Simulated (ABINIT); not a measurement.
Runs of ABINIT 10.8.3 (patched build) on TiAl. Symmetry: Pm-3m, No. 221, cubic system. Conventional cell: a = 3.179 Å, b = 3.179 Å, c = 3.179 Å, α = 90.00°, β = 90.00°, γ = 90.00°. Ti (site symmetry m-3m) is surrounded by 8 Al at 2.75 Å. Around Al (site symmetry m-3m) lie 8 Ti at 2.75 Å. The cell comes from a database or a generator and needn't be the stable form of this composition.

| level | V0 of scaled cells (Å³/atom) | B0 (GPa) |
| --- | --- | --- |
| LDA | 15.35 | (a) |
| r2SCAN | (b) | 119 |
| PBEsol | 15.78 | 119 |
| BLYP | 16.69 | 101 |

Alike in all rows: task equation of state; potentials or basis JTH PAW PBE v2.0; no spin polarisation; cell as given; k mesh 8 × 8 × 8; cutoff (eV) 490; smearing fermi-dirac 0.05 eV.

Fill in the values left out.

(a) 124; (b) 16.10.

Caveats: pressures at fixed basis lie under the slope of the energies; the PAW data sets were made with another functional, which shifts forces and pressure a little.
